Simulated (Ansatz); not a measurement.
(111) slab cut from the bulk of VN, 15 Å of vacuum:

```xyz
9
Lattice="2.8799 0.0000 0.0000 -1.4400 2.4941 0.0000 0.0000 0.0000 24.4058" Properties=species:S:1:pos:R:3 pbc="T T T"
V     1.4400    0.8314    7.5000
N     0.0000    0.0000    8.6757
V     0.0000    1.6627    9.8515
N     1.4400    0.8314   11.0272
V     0.0000    0.0000   12.2029
N     0.0000    1.6627   13.3786
V     1.4400    0.8314   14.5544
N     0.0000    0.0000   15.7301
V     0.0000    1.6627   16.9058
```

Level of theory: DFT PBEsol, scalar-relativistic, plane waves, PAW in Ansatz 0.2.0. Cutoff 420 eV; k points 12×12×1 on the computed 9-atom cell (Γ-centred); Gaussian smearing, width 0.10 eV; no spin polarisation. A dipole correction removes the field between periodic images along c.

This base run converges in 8 iterations with a largest force of 2.112 eV/Å and a work function of 4.97 eV on the top face.

One setting at a time is then changed, some of them on purpose to poor values; changes count from the base run, energies are extrapolated to zero smearing, atoms stay where they are, and risky runs are capped at 50 to 100 iterations. The slab isn't stoichiometric (V5N4).

Task: What does each change do? field of 4.0 V/Å along c; k mesh 12×12×3; k mesh 6×6×1; mixing β = 0.9; no preconditioner, β = 0.7; occupations gaussian 0.5 eV; isolated along c; the slab thickened to 13 atoms (same faces, atoms at the bulk's places); k mesh 18×18×1.

Result:
| change | outcome | SCF iterations | ΔE (meV/atom) | Δφ top (eV) | largest force (eV/Å) | largest change of a force (eV/Å) |
| --- | --- | --- | --- | --- | --- | --- |
| field of 4.0 V/Å along c | converged with warnings | 12 | -470.8 |  | 1.892 | 0.257 |
| k mesh 12×12×3 | converged | 8 | 0.0 | 0.00 | 2.112 | 0.000 |
| k mesh 6×6×1 | converged | 9 | +10.6 | +0.04 | 2.199 | 0.087 |
| mixing β = 0.9 | converged | 8 | 0.0 | 0.00 | 2.111 | 0.000 |
| no preconditioner, β = 0.7 | converged | 18 | 0.0 | 0.00 | 2.111 | 0.000 |
| occupations gaussian 0.5 eV | converged | 8 | +0.2 | -0.05 | 1.801 | 0.311 |
| isolated along c | converged with warnings | 9 | 0.0 | 0.00 | 2.111 | 0.000 |
| the slab thickened to 13 atoms (same faces, atoms at the bulk's places) | converged | 8 |  | +0.02 | 1.929 |  |
| k mesh 18×18×1 | converged | 8 | -0.9 | +0.01 | 2.094 | 0.019 |

Spin polarisation was left out, and a magnetic state may lie lower. In some of the runs (field 4.0) charge leaks into the vacuum, so their work functions can be off.

Cost: 10 runs of about 4.7 core-minutes in all, on Intel Xeon Platinum 8175M (Skylake/Cascade Lake) (shared hosts).